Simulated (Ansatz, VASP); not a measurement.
# One calculation of Ca, two programs

```
Ca
1.0
    -2.26034    2.26034    2.14121
     2.26034   -2.26034    2.14121
     2.26034    2.26034   -2.14121
Ca
1
Direct
  0.50000 0.50000 0.00000
```

Change from the starting cell: strain +0.025 along x and y, -0.025 along z, atoms carried along.

Alike in both runs: task single point; functional PBE; k mesh 16 × 16 × 16; occupations gaussian, width 0.15 eV; no spin polarisation.

|  | VASP | Ansatz |
| --- | --- | --- |
| version | VASP 6.6.1 | Ansatz 0.2.0 |
| potentials or method | VASP PAW PBE potentials, release 64 (Ca_sv) | scalar-relativistic, plane waves, PAW |
| plane-wave cutoff (eV) | 520 | 420 |
| valence electrons in the cell | 10 | 10 |

|  | VASP | Ansatz | Ansatz less VASP |
| --- | --- | --- | --- |
| gap on the k mesh at the Fermi level (eV) | none | none | - |
| pressure (GPa) | -0.6 | -0.6 | -0.01 |

A gap of «none» marks a metal or a gap that the smearing closes.
